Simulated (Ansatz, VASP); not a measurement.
**Re in VASP and in Ansatz**

INCAR

```
SYSTEM = Re
  PREC = Accurate
  ENCUT = 520
  EDIFF = 1E-6
  ISMEAR = -1
  SIGMA = 0.1
  LREAL = .FALSE.
  LASPH = .TRUE.
  NELM = 80
  ALGO = Normal
  ISIF = 2
  LWAVE = .FALSE.
  LCHARG = .FALSE.
  GGA = RP
  NBANDS = 22
```

Contents of KPOINTS:

```
regular mesh
0
G
  15 15 4
  0 0 0
```

POSCAR

```
Re
1.0
    2.8235041873      0.0000000000      0.0000000000
   -1.4117520936      2.4452263539      0.0000000000
    0.0000000000      0.0000000000      9.1029359096
Re
4
Direct
    0.0000000000      1.0000000000      1.0000000000
    0.0000000000      1.0000000000      0.5000000000
    0.3333333333      0.6666666667      0.2500000000
    0.6666666667      0.3333333333      0.7500000000
```

Input for Ansatz:

```yaml
crystal:
  lattice:
    - [2.8235041873, 0.0, 0.0]
    - [-1.4117520936, 2.4452263539, 0.0]
    - [0.0, 0.0, 9.1029359096]
  atoms:
    - { symbol: Re, position: [0.0, 1.0, 1.0] }
    - { symbol: Re, position: [0.0, 1.0, 0.5] }
    - { symbol: Re, position: [0.3333333333, 0.6666666667, 0.25] }
    - { symbol: Re, position: [0.6666666667, 0.3333333333, 0.75] }
hamiltonian:
  xc: rpbe
  pseudopotentials:
    kind: paw
    azcp:
      Re: "pseudopotentials/Re.paw.azcp"
basis:
  ecutwfc: 420
  fft_grid_basis: typed
kpoints:
  mp_grid: { grid: [15, 15, 4], shift: [0, 0, 0] }
magnetization:
  spin_polarized: false
scf:
  occupations: { method: fermi_dirac, width: 0.1 }
  lower_state_search: "off"
output:
  stress: true
```

Alike in both runs: task single point; functional RPBE; k mesh 15 × 15 × 4; occupations fermi-dirac, width 0.1 eV; no spin polarisation.

|  | VASP | Ansatz |
| --- | --- | --- |
| version | VASP 6.6.1 | Ansatz 0.2.0 |
| potentials or method | VASP PAW PBE potentials, release 64 (Re) | plane waves (420 eV) with PAW, scalar-relativistic |
| plane-wave cutoff (eV) | 520 | 420 |
| valence electrons in the cell | 28 | 60 |

|  | VASP | Ansatz | Ansatz less VASP |
| --- | --- | --- | --- |
| pressure (GPa) | -13.4 | -12.6 | +0.80 |
| largest component of the traceless stress (GPa) | 0.02 | 0.06 | +0.045 |

The two sets of potentials don't hold the same shells in valence.

Caveats: the PAW data sets were made with another functional, which shifts forces and pressure a little (VASP). Spin-orbit coupling is left out, which matters for the levels of Re.
